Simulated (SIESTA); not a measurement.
## C under changes of volume

One of the cells (5.672 Å³/atom); the others are scaled copies at fixed shape and fractional positions:

```
CELL_PARAMETERS angstrom
2.52210 0.00000 0.00000
-1.26105 2.18420 0.00000
0.00000 0.00000 8.23710
ATOMIC_POSITIONS crystal
C 0.66667 0.33333 0.84375
C 0.33333 0.66667 0.34375
C 0.66667 0.33333 0.65625
C 0.33333 0.66667 0.15625
C 0.00000 0.00000 0.90625
C 0.00000 0.00000 0.40625
C 0.00000 0.00000 0.59375
C 0.00000 0.00000 0.09375
```

This is a hexagonal form of diamond, not graphite.

* Program: SIESTA 5.4.2
* Functional: vdW-DF-cx
* Potentials or basis: PseudoDojo 0.4 standard (PBE files)
* Basis: DZP (energy shift 0.003 Ry)
* Grid cutoff: 500 Ry
* Energy shift: 0.003 Ry
* k mesh: 8 × 8 × 3
* Occupations: fermi-dirac, width 0.05 eV
* Spin: no spin polarisation

| volume (Å³/atom) | energy over the lowest point (meV/atom) | pressure (GPa) | gap on the mesh (eV) | largest force (eV/Å) |
| --- | --- | --- | --- | --- |
| 5.332 | 53.43 | 40.2 | 4.69 | 0.368 |
| 5.445 | ? | ? | ? | ? |
| 5.559 | 12.49 | 18.3 | 4.58 | 0.348 |
| 5.672 | 3.00 | 8.7 | 4.52 | 0.336 |
| 5.785 | 0.00 | -0.1 | 4.46 | 0.325 |
| 5.899 | 2.99 | -8.2 | 4.41 | 0.315 |
| 6.012 | 11.44 | -15.6 | 4.36 | 0.304 |

Q: What does the run at 5.445 Å³/atom give?

A: Energy over the lowest point 29.09 meV/atom; pressure 28.8 GPa; gap on the mesh 4.63 eV; largest force 0.358 eV/Å.

Worked out: A Birch-Murnaghan fit of order 3 (a polynomial in V^(-2/3)) to the other rows has its minimum at 5.78 Å³/atom with B0 = V·E''(V) = 432 GPa and B' = 3.3 at fixed shape and positions, which overstates the stiffness. It gives 29.18 meV/atom at 5.445 Å³/atom, against the run's 29.09, and -dE/dV = 28.8 GPa, against 28.8. A straight line through the other rows of the gap, of slope -2.78 eV per unit of ln V, gives 4.63 eV, against the run's 4.63.

Energies are extrapolated to zero smearing.

Caveats: the potentials were made for another functional, which shifts forces and pressure; an odd mesh through Γ misses points on the zone boundary, where band edges often lie; the basis of atomic orbitals isn't converged, which shifts pressures, moduli and gaps.
